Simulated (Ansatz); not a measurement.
# Dielectric response of NaI (001) films, part 3 of 4

Wanted: ε of rocksalt NaI (001) by finite fields on slabs, and the band edges against the vacuum where run.

Ansatz 0.2.0; plane-wave DFT, PBEsol, Ansatz PAW (the session's first sound run).

So far, gap on the k-mesh (eV): step 2 (relaxation, 6 atoms, units 3) 3.73; step 4 (applied field, field 0.1 V/Å) 3.69; step 5 (applied field, field -0.1 V/Å) 3.69; step 7 (field 0.05 V/Å, other threshold, other force threshold) 3.73; step 8 (field -0.05 V/Å, other threshold, other force threshold) 3.73.

## Step 10: Relaxing the film, 10 atoms, units 5

This step: plane-wave DFT, PBEsol, Ansatz PAW (Ansatz 0.2.0).

System of this step: NaI (001), 5 units. The cell holds 10 atoms: 5 Na and 5 I. Cell: a = 4.575 Å, b = 4.575 Å, c = 30.940 Å, α = 90.0°, β = 90.0°, γ = 90.0°. It derives from NaI (rocksalt NaI). Vacuum lies along c.

The next thickness, treated alike, so that differences show the interior and the faces cancel.

Input file input.yaml:

```yaml
crystal:
  lattice:
    - [4.57498087, 0.0, 0.0]
    - [0.0, 4.57498087, 0.0]
    - [0.0, 0.0, 30.94]
  atoms:
    - { symbol: Na, position: [0.5, 0.5, 0.290885585] }
    - { symbol: I, position: [0.0, 0.0, 0.290885585] }
    - { symbol: Na, position: [0.0, 0.0, 0.3954427925] }
    - { symbol: I, position: [0.5, 0.5, 0.3954427925] }
    - { symbol: Na, position: [0.5, 0.5, 0.5] }
    - { symbol: I, position: [0.0, 0.0, 0.5] }
    - { symbol: Na, position: [0.0, 0.0, 0.6045572075] }
    - { symbol: I, position: [0.5, 0.5, 0.6045572075] }
    - { symbol: Na, position: [0.5, 0.5, 0.709114415] }
    - { symbol: I, position: [0.0, 0.0, 0.709114415] }
kpoints:
  mp_grid: { grid: [6, 6, 1] }
hamiltonian:
  xc: pbesol
scf:
  occupations: { method: fixed }
  convergence: { dr2_threshold: 1.0e-09 }
efield:
  axis: 3
  dipole_correction: true
  ramp_position: 0.97
  ramp_width: 0.06
relax:
  f_tol: 0.003
  max_steps: 100
output:
  write_potential: true
  write_density: true
  volumetric_format: npy
```

Started as:

```bash
> ansatz run input.yaml --threads 4 --pin off --max-ram 12288MiB --backend cpu --events-out ev --progress --plain --runs-dir out
```

Numbers of over 12 decimals in the logs are rounded to 6 here.

What it wrote:

```text
[...]
Crystal: 10 atoms, lattice volume = 647.588 Å³
Basis set: ecut = 420 eV, 12703 PW (Γ), exchange–correlation on 64×64×432 points (8 copies of the dense FFT grid, shifted against one another)
Bands: 78, of which v1, the nominal top of the filled ones, is band 65 counted from 1 (64 counted from 0)
Symmetry: 8 space group operations
k-points: 10 of 36
[...]
- { symbol: I, position: [0, 0.0, 0.291900] }
    - { symbol: Na, position: [0, 0.0, 0.395565] }
    - { symbol: I, position: [0.5, 0.5, 0.397742] }
    - { symbol: Na, position: [0.5, 0.5, 0.500000] }
    - { symbol: I, position: [0, 0.0, 0.500000] }
    - { symbol: Na, position: [0, 0.0, 0.604435] }
    - { symbol: I, position: [0.5, 0.5, 0.602258] }
    - { symbol: Na, position: [0.5, 0.5, 0.702677] }
    - { symbol: I, position: [0, 0.0, 0.708100] }
[key lines of the parts left out:]
SCF converged after 6 iterations
Free energy (F): -44553.083277 eV
Fermi energy:    -1.276576 eV
Dipole field:    D = 0.000000 V/Å  (p = 0.000000 e·Å, saw-weighted, corrected)
Work function:   Φ+ = 5.9117 eV   Φ− = 5.9117 eV
```

Elapsed: 50 s, on 4 threads of Arm Neoverse V1, shared host; peak memory 1.4 GiB.

Step by step:

```csv
step,energy less that of the first step (eV),largest force component (eV/Å)
1,0.0000,0.1639
2,-0.0243,0.0774
3,-0.0301,0.0378
4,-0.0308,0.0108
5,-0.0309,0.0008
```

Forces are held to the 8 operations that the run works with; a distortion that breaks them can't arise in this run.

The atoms that moved most (Å):

```csv
atom,dx,dy,dz,length
Na9,0.000,0.000,-0.199,0.199
Na1,0.000,0.000,0.199,0.199
I4,0.000,0.000,0.071,0.071
I8,0.000,0.000,-0.071,0.071
I2,0.000,0.000,0.031,0.031
I10,0.000,0.000,-0.031,0.031
```

The relaxation took 5 steps and lowered the energy by 0.031 eV; the largest force on the free atoms ends at 7.5e-4 eV/Å.

The gap is 3.65 eV, with the valence edge 5.91 eV and the conduction edge 2.26 eV under the upper vacuum level.

## Step 11: The relaxed film, single point, 10 atoms, units 5

The next thickness, treated alike, so that differences show the interior and the faces cancel.

input.yaml, the sections that differ from step 10:

```yaml
crystal:
  lattice:
    - [4.57498087, 0.0, 0.0]
    - [0.0, 4.57498087, 0.0]
    - [0.0, 0.0, 30.94]
  atoms:
    - { symbol: Na, position: [0.5, 0.5, 0.2973234545] }
    - { symbol: I, position: [0.0, 0.0, 0.2919003485] }
    - { symbol: Na, position: [0.0, 0.0, 0.3955646286] }
    - { symbol: I, position: [0.5, 0.5, 0.3977417783] }
    - { symbol: Na, position: [0.5, 0.5, 0.4999999988] }
    - { symbol: I, position: [0.0, 0.0, 0.4999999988] }
    - { symbol: Na, position: [0.0, 0.0, 0.6044353654] }
    - { symbol: I, position: [0.5, 0.5, 0.6022582243] }
    - { symbol: Na, position: [0.5, 0.5, 0.7026765442] }
    - { symbol: I, position: [0.0, 0.0, 0.7080996587] }
output:
  eigenvalues: true
  write_potential: true
  write_density: true
  volumetric_format: npy
  elf: true
# kpoints, hamiltonian, scf, efield: as in step 10
# relax: removed
```

What it wrote:

```text
[...]
Crystal: 10 atoms, lattice volume = 647.588 Å³
Basis set: ecut = 420 eV, 12703 PW (Γ)
Bands: 78, of which v1, the nominal top of the filled ones, is band 65 counted from 1 (64 counted from 0)
Symmetry: 8 space group operations
k-points: 10 of 36
[...]
k-point 1: bands = [... 61 lower, -1.4376, -1.4240, -1.3629, -1.2952, 2.9371, 3.1195, 3.5923, 3.8422, ... 9 higher]
  k-point 2: bands = [... 61 lower, -1.5107, -1.4887, -1.4239, -1.3677, 3.7705, 3.7727, 3.9692, 4.0264, ... 9 higher]
  k-point 9: bands = [... 61 lower, -2.0688, -2.0688, -1.7575, -1.7375, 3.2509, 3.4924, 3.4925, 4.1754, ... 9 higher]
[key lines of the parts left out:]
SCF converged after 8 iterations
Free energy (F): -44553.083294 eV
Fermi energy:    -1.276600 eV
Dipole field:    D = 0.000001 V/Å  (p = 0.000003 e·Å, saw-weighted, corrected)
Work function:   Φ+ = 5.9117 eV   Φ− = 5.9117 eV
```

Run time: 17 s. Hardware: 4 threads; peak memory 1.4 GiB.

The gap is 3.65 eV, with the valence edge 5.91 eV and the conduction edge 2.26 eV under the upper vacuum level.

## Step 12: Atoms held, 10 atoms, units 5, field 0.1 V/Å

input.yaml, as its differences from that of step 11:

```diff
@@ -22,3 +22,3 @@
   occupations: { method: fixed }
-  convergence: { dr2_threshold: 1.0e-09 }
+  convergence: { dr2_threshold: 1.0e-10 }
 efield:
@@ -28,4 +28,4 @@
   ramp_width: 0.06
+  amplitude: 0.1
 output:
-  eigenvalues: true
   write_potential: true
@@ -33,2 +33 @@
   volumetric_format: npy
-  elf: true
```

What it wrote:

```text
[...]
Crystal: 10 atoms, lattice volume = 647.588 Å³
Basis set: ecut = 420 eV, 12703 PW (Γ)
Bands: 78, of which v1, the nominal top of the filled ones, is band 65 counted from 1 (64 counted from 0)
Symmetry: 8 space group operations
k-points: 10 of 36
[...]
k-point 0: bands = [... 61 lower, -1.4092, -1.3757, -1.2150, -1.2150, 2.3050, 2.7586, 3.2713, 3.5664, ... 9 higher]
  k-point 1: bands = [... 61 lower, -1.4319, -1.4021, -1.3116, -1.2230, 2.8265, 3.1918, 3.5884, 3.8293, ... 9 higher]
  k-point 2: bands = [... 61 lower, -1.5451, -1.4278, -1.4116, -1.2463, 3.5790, 3.8257, 4.0212, 4.0718, ... 9 higher]
  k-point 9: bands = [... 61 lower, -2.0332, -2.0332, -1.9247, -1.5641, 3.1702, 3.4791, 3.5539, 4.1865, ... 9 higher]
[key lines of the parts left out:]
SCF converged after 11 iterations
Free energy (F): -44553.090034 eV
Fermi energy:    -1.215036 eV
Dipole field:    D = 0.037669 V/Å  (p = 0.134809 e·Å, saw-weighted, corrected)
```

It took 19 s on 4 threads; peak memory 1.4 GiB; 75 s of CPU time.

The dipole is 0.135 e·Å, and the gap on the mesh 3.520 eV.

## Step 13: Single point, 10 atoms, units 5, field -0.1 V/Å

input.yaml, as its differences from that of step 12:

```diff
@@ -28,3 +28,3 @@
   ramp_width: 0.06
-  amplitude: 0.1
+  amplitude: -0.1
 output:
```

What it wrote:

```text
[...]
Crystal: 10 atoms, lattice volume = 647.588 Å³
Basis set: ecut = 420 eV, 12703 PW (Γ)
Bands: 78, of which v1, the nominal top of the filled ones, is band 65 counted from 1 (64 counted from 0)
Symmetry: 8 space group operations
k-points: 10 of 36
[...]
k-point 0: bands = [... 61 lower, -1.4092, -1.3757, -1.2150, -1.2150, 2.3050, 2.7586, 3.2713, 3.5664, ... 9 higher]
  k-point 1: bands = [... 61 lower, -1.4319, -1.4021, -1.3116, -1.2230, 2.8265, 3.1918, 3.5884, 3.8293, ... 9 higher]
  k-point 2: bands = [... 61 lower, -1.5451, -1.4278, -1.4116, -1.2463, 3.5790, 3.8257, 4.0212, 4.0718, ... 9 higher]
  k-point 9: bands = [... 61 lower, -2.0332, -2.0332, -1.9247, -1.5641, 3.1702, 3.4791, 3.5539, 4.1865, ... 9 higher]
[key lines of the parts left out:]
SCF converged after 11 iterations
Free energy (F): -44553.090034 eV
Fermi energy:    -1.215037 eV
Dipole field:    D = -0.037669 V/Å  (p = -0.134809 e·Å, saw-weighted, corrected)
```

It took 19 s on 4 threads; peak memory 1.4 GiB; 75 s of CPU time.

The dipole is -0.135 e·Å, and the gap on the mesh 3.520 eV.

## Step 14: Response with the atoms held, 10 atoms, units 5

This step: plane-wave DFT, PBEsol, Ansatz PAW; response to a field along the normal, atoms held (Ansatz 0.2.0).

Local field over the applied field, running mean. From the potentials at -0.1 and 0.1 V/Å; running mean over 3.235 Å, taken twice. The local field over applied field by z:

```csv
z (Å),local field over applied field
4.5,0.985
5.0,0.966
5.5,0.929
6.0,0.873
6.5,0.797
7.0,0.707
7.5,0.608
8.0,0.511
8.5,0.427
9.0,0.363
9.5,0.319
10.0,0.295
10.5,0.286
11.0,0.286
11.5,0.288
12.0,0.289
12.5,0.290
13.0,0.290
13.5,0.290
14.0,0.289
14.5,0.289
15.0,0.289
15.5,0.288
16.0,0.289
16.5,0.289
17.0,0.289
17.5,0.290
18.0,0.290
18.5,0.290
19.0,0.289
19.5,0.287
20.0,0.285
20.5,0.287
21.0,0.297
21.5,0.323
22.0,0.370
22.5,0.436
23.0,0.522
23.5,0.620
24.0,0.718
24.5,0.808
25.0,0.881
25.5,0.935
26.0,0.969
26.5,0.987
```

The induced dipole is that of a conductor 11.65 Å thick.

## Step 15: Relaxing in the field, 10 atoms, units 5, field 0.05 V/Å

This step: plane-wave DFT, PBEsol, Ansatz PAW (Ansatz 0.2.0).

The same pair of relaxations in the field for this thickness.

input.yaml, as its differences from that of step 13:

```diff
@@ -28,3 +28,6 @@
   ramp_width: 0.06
-  amplitude: -0.1
+  amplitude: 0.05
+relax:
+  f_tol: 0.0006
+  max_steps: 70
 output:
```

What it wrote:

```text
[...]
Crystal: 10 atoms, lattice volume = 647.588 Å³
Basis set: ecut = 420 eV, 12703 PW (Γ), exchange–correlation on 64×64×432 points (8 copies of the dense FFT grid, shifted against one another)
Bands: 78, of which v1, the nominal top of the filled ones, is band 65 counted from 1 (64 counted from 0)
Symmetry: 8 space group operations
k-points: 10 of 36
[...]
- { symbol: Na, position: [0.5, 0.5, 0.297528] }
    - { symbol: I, position: [0, 0.0, 0.291649] }
    - { symbol: Na, position: [0, 0.0, 0.395626] }
    - { symbol: I, position: [0.5, 0.5, 0.397690] }
    - { symbol: Na, position: [0.5, 0.5, 0.500183] }
    - { symbol: I, position: [0, 0.0, 0.499834] }
    - { symbol: Na, position: [0, 0.0, 0.604529] }
    - { symbol: I, position: [0.5, 0.5, 0.602211] }
    - { symbol: Na, position: [0.5, 0.5, 0.702896] }
    - { symbol: I, position: [0, 0.0, 0.707855] }
[key lines of the parts left out:]
SCF converged after 7 iterations
Free energy (F): -44553.085354 eV
Fermi energy:    -1.272084 eV
Dipole field:    D = 0.023215 V/Å  (p = 0.083083 e·Å, saw-weighted, corrected)
```

Elapsed: 42 s, on 4 threads; peak memory 1.3 GiB.

The steps of the relaxation:

```csv
step,energy less that of the first step (eV),largest force component (eV/Å)
1,0.0000,0.0182
2,-0.0004,0.0065
3,-0.0003,0.0108
4,-0.0004,0.0006
```

Relaxation step 3 was tried and not accepted.

Forces are held to the 8 operations that the run works with; a distortion that breaks them can't arise in this run.

Final coordinates:

```xyz
10
Lattice="4.5750 0.0000 0.0000 0.0000 4.5750 0.0000 0.0000 0.0000 30.9400" Properties=species:S:1:pos:R:3
Na    2.2875    2.2875    9.2055
I     0.0000    0.0000    9.0236
Na    0.0000    0.0000   12.2407
I     2.2875    2.2875   12.3045
Na    2.2875    2.2875   15.4756
I     0.0000    0.0000   15.4649
Na    0.0000    0.0000   18.7041
I     2.2875    2.2875   18.6324
Na    2.2875    2.2875   21.7476
I     0.0000    0.0000   21.9010
```

The relaxation took 4 steps and lowered the energy by 3.9e-4 eV; the largest force on the free atoms ends at 5.8e-4 eV/Å.

The dipole is 0.0831 e·Å, and the gap on the mesh 3.638 eV.

## Step 16: Field on, atoms free, 10 atoms, units 5, field -0.05 V/Å

The opposite sign, again from the field-free geometry; the difference of the two cancels what relaxes without a field.

input.yaml, as its differences from that of step 15:

```diff
@@ -28,3 +28,3 @@
   ramp_width: 0.06
-  amplitude: 0.05
+  amplitude: -0.05
 relax:
```

What it wrote:

```text
[...]
Crystal: 10 atoms, lattice volume = 647.588 Å³
Basis set: ecut = 420 eV, 12703 PW (Γ), exchange–correlation on 64×64×432 points (8 copies of the dense FFT grid, shifted against one another)
Bands: 78, of which v1, the nominal top of the filled ones, is band 65 counted from 1 (64 counted from 0)
Symmetry: 8 space group operations
k-points: 10 of 36
[...]
- { symbol: Na, position: [0.5, 0.5, 0.297097] }
    - { symbol: I, position: [0, 0.0, 0.292131] }
    - { symbol: Na, position: [0, 0.0, 0.395464] }
    - { symbol: I, position: [0.5, 0.5, 0.397794] }
    - { symbol: Na, position: [0.5, 0.5, 0.499829] }
    - { symbol: I, position: [0, 0.0, 0.500160] }
    - { symbol: Na, position: [0, 0.0, 0.604370] }
    - { symbol: I, position: [0.5, 0.5, 0.602325] }
    - { symbol: Na, position: [0.5, 0.5, 0.702481] }
    - { symbol: I, position: [0, 0.0, 0.708349] }
[key lines of the parts left out:]
SCF converged after 7 iterations
Free energy (F): -44553.085354 eV
Fermi energy:    -1.272164 eV
Dipole field:    D = -0.023211 V/Å  (p = -0.083067 e·Å, saw-weighted, corrected)
```

Wall time 35 s (4 threads); peak memory 1.4 GiB; 2.3 min of CPU time.

The steps of the relaxation:

```csv
step,energy less that of the first step (eV),largest force component (eV/Å)
1,0.0000,0.0182
2,-0.0004,0.0065
3,-0.0004,0.0005
```

The run keeps the 8 symmetry operations that it works with, so distortions that break them were not tested.

The relaxation took 3 steps and lowered the energy by 3.9e-4 eV; the largest force on the free atoms ends at 4.8e-4 eV/Å.

The dipole is -0.0831 e·Å, and the gap on the mesh 3.639 eV.

## Step 17: Response with the atoms relaxed, 10 atoms, units 5

This step: plane-wave DFT, PBEsol, Ansatz PAW; response to a field along the normal, atoms relaxed (Ansatz 0.2.0).

Local field over the applied field, running mean. From the potentials at -0.05 and 0.05 V/Å; running mean over 3.235 Å, taken twice. The local field over applied field by z:

```csv
z (Å),local field over applied field
4.5,0.974
5.0,0.921
5.5,0.881
6.0,0.837
6.5,0.718
7.0,0.620
7.5,0.502
8.0,0.407
8.5,0.344
9.0,0.201
9.5,0.157
10.0,0.133
10.5,0.108
11.0,0.111
11.5,0.0917
12.0,0.119
12.5,0.150
13.0,0.133
13.5,0.154
14.0,0.152
14.5,0.157
15.0,0.158
15.5,0.130
16.0,0.162
16.5,0.155
17.0,0.152
17.5,0.152
18.0,0.131
18.5,0.150
19.0,0.111
19.5,0.0934
20.0,0.110
20.5,0.108
21.0,0.142
21.5,0.161
22.0,0.224
22.5,0.359
23.0,0.417
23.5,0.517
24.0,0.632
24.5,0.729
25.0,0.843
25.5,0.880
26.0,0.928
26.5,0.977
```

The induced dipole is that of a conductor 14.36 Å thick.

## Step 18: Relaxation, 16 atoms, units 8

This step: plane-wave DFT, PBEsol, Ansatz PAW (Ansatz 0.2.0).

System of this step: NaI (001), 8 units. The cell holds 16 atoms: 8 Na and 8 I. Its edges and angles: a = 4.575 Å, b = 4.575 Å, c = 40.645 Å, α = 90.0°, β = 90.0°, γ = 90.0°. It derives from NaI (rocksalt NaI). Vacuum lies along c.

The next thickness, treated alike, so that differences show the interior and the faces cancel.

Input file input.yaml:

```yaml
crystal:
  lattice:
    - [4.57498087, 0.0, 0.0]
    - [0.0, 4.57498087, 0.0]
    - [0.0, 0.0, 40.645]
  atoms:
    - { symbol: Na, position: [0.5, 0.5, 0.2214294501] }
    - { symbol: I, position: [0.0, 0.0, 0.2214294501] }
    - { symbol: Na, position: [0.0, 0.0, 0.3010210358] }
    - { symbol: I, position: [0.5, 0.5, 0.3010210358] }
    - { symbol: Na, position: [0.5, 0.5, 0.3806126215] }
    - { symbol: I, position: [0.0, 0.0, 0.3806126215] }
    - { symbol: Na, position: [0.0, 0.0, 0.4602042072] }
    - { symbol: I, position: [0.5, 0.5, 0.4602042072] }
    - { symbol: Na, position: [0.5, 0.5, 0.5397957928] }
    - { symbol: I, position: [0.0, 0.0, 0.5397957928] }
    - { symbol: Na, position: [0.0, 0.0, 0.6193873785] }
    - { symbol: I, position: [0.5, 0.5, 0.6193873785] }
    - { symbol: Na, position: [0.5, 0.5, 0.6989789642] }
    - { symbol: I, position: [0.0, 0.0, 0.6989789642] }
    - { symbol: Na, position: [0.0, 0.0, 0.7785705499] }
    - { symbol: I, position: [0.5, 0.5, 0.7785705499] }
kpoints:
  mp_grid: { grid: [6, 6, 1] }
hamiltonian:
  xc: pbesol
scf:
  occupations: { method: fixed }
  convergence: { dr2_threshold: 1.0e-09 }
efield:
  axis: 3
  dipole_correction: true
  ramp_position: 0.97
  ramp_width: 0.06
relax:
  f_tol: 0.003
  max_steps: 100
output:
  write_potential: true
  write_density: true
  volumetric_format: npy
```

What it wrote:

```text
[...]
Crystal: 16 atoms, lattice volume = 850.718 Å³
Basis set: ecut = 420 eV, 16655 PW (Γ), exchange–correlation on 64×64×576 points (8 copies of the dense FFT grid, shifted against one another)
Bands: 125, of which v1, the nominal top of the filled ones, is band 104 counted from 1 (103 counted from 0)
Symmetry: 8 space group operations
k-points: 10 of 36
[...]
- { symbol: I, position: [0.5, 0.5, 0.460960] }
    - { symbol: Na, position: [0.5, 0.5, 0.539509] }
    - { symbol: I, position: [0, 0.0, 0.539040] }
    - { symbol: Na, position: [0, 0.0, 0.617154] }
    - { symbol: I, position: [0.5, 0.5, 0.618014] }
    - { symbol: Na, position: [0.5, 0.5, 0.697413] }
    - { symbol: I, position: [0, 0.0, 0.695361] }
    - { symbol: Na, position: [0, 0.0, 0.771837] }
    - { symbol: I, position: [0.5, 0.5, 0.776153] }
[key lines of the parts left out:]
SCF converged after 6 iterations
Free energy (F): -71285.124303 eV
Fermi energy:    -0.246085 eV
Dipole field:    D = 0.000000 V/Å  (p = 0.000001 e·Å, saw-weighted, corrected)
Work function:   Φ+ = 5.8815 eV   Φ− = 5.8815 eV
```

Elapsed: 2.3 min, on 4 threads; peak memory 2.4 GiB; 9.3 min of CPU time.

Relaxation path:

```csv
step,energy less that of the first step (eV),largest force component (eV/Å)
1,0.0000,0.1639
2,-0.0271,0.0789
3,-0.0350,0.0537
4,-0.0365,0.0137
5,-0.0367,0.0011
```

The run keeps the 8 symmetry operations that it works with, so distortions that break them were not tested.

The atoms that moved most (Å):

```csv
atom,dx,dy,dz,length
Na1,0.000,0.000,0.274,0.274
Na15,0.000,0.000,-0.274,0.274
I4,0.000,0.000,0.147,0.147
I14,0.000,0.000,-0.147,0.147
I2,0.000,0.000,0.098,0.098
I16,0.000,0.000,-0.098,0.098
Na5,0.000,0.000,0.091,0.091
Na11,0.000,0.000,-0.091,0.091
```

Running mean over 3.235 Å of the planar mean; the ramp of the sawtooth is left out. Table of electron's electrostatic potential energy less the highest filled level by z:

```csv
z (Å),electron's electrostatic potential energy less the highest filled level (eV)
4,5.88
5,5.88
6,5.81
7,4.87
8,2.32
9,1.25
10,1.20
11,1.02
12,1.23
13,1.23
14,1.23
15,1.27
16,1.27
17,1.14
18,1.24
19,1.27
20,1.18
21,1.21
22,1.27
23,1.19
24,1.19
25,1.29
26,1.22
27,1.21
28,1.25
29,1.21
30,0.992
31,1.20
32,1.38
33,3.30
34,5.44
35,5.85
36,5.88
37,5.88
```

The relaxation took 5 steps and lowered the energy by 0.037 eV; the largest force on the free atoms ends at 0.0011 eV/Å.

The gap is 3.60 eV, with the valence edge 5.88 eV and the conduction edge 2.28 eV under the upper vacuum level.

## Step 19: Side by side

Times are for 4 threads of Arm Neoverse V1, shared host. The series side by side:

```csv
no.,units,gap by band count (eV),"ionisation energy, upper face (eV)","electron affinity, upper face (eV)",time,memory (GiB)
1,3,3.730,5.951,2.221,18 s,0.90
2,5,3.648,5.912,2.264,50 s,1.4
3,8,3.599,5.882,2.283,2.3 min,2.4
```

The valence density, planar mean (3) oscillates, so the rows of the table below give means over windows of 1 Å about each position, cut where the curve ends. Its maxima inside the range that stand out by 2 % of the span (Å: e/Å³): 9.1: 1.30, 12.2: 1.33, 15.4: 1.30. Its minima: 10.6: 0.0465, 13.9: 0.0465.

The runs together. Table of valence density, planar mean by z; means over each step:

```csv
z (Å),3 (e/Å³),5 (e/Å³),8 (e/Å³)
5,3.7e-5,3.3e-5,2.7e-5
6,5.9e-4,5.3e-4,4.4e-4
7,0.00949,0.00867,0.00711
8,0.126,0.114,0.0961
9,0.936,0.911,0.879
10,0.164,0.197,0.246
11,0.0846,0.0769,0.0686
12,0.857,0.815,0.750
13,0.289,0.334,0.407
14,0.0638,0.0657,0.0648
15,0.679,0.617,0.531
16,0.481,0.544,0.630
17,0.0332,0.0640,0.0642
18,0.00219,0.396,0.326
19,1.3e-4,0.766,0.826
20,8.4e-6,0.0709,0.0823
21,0,0.235,0.186
22,0,0.889,0.932
23,0,0.0988,0.117
24,0,0.00839,0.0848
```

[end of part 3 of 4]

[Logs are printed without paths, hosts, clocks, repeated set-up lines and the standing remarks that a program may print on its own settings, such as how far it seeks lower states.]

[Hosts, paths, dates, database ids (printed as entryN), source tags and the programs' standing remarks are cut or masked in the printed files.]

[Maps of the electrostatic potential energy from Ansatz leave out the sawtooth potential of an applied field or a dipole correction, so their vacuum need not be flat; planar profiles and work functions include it.]
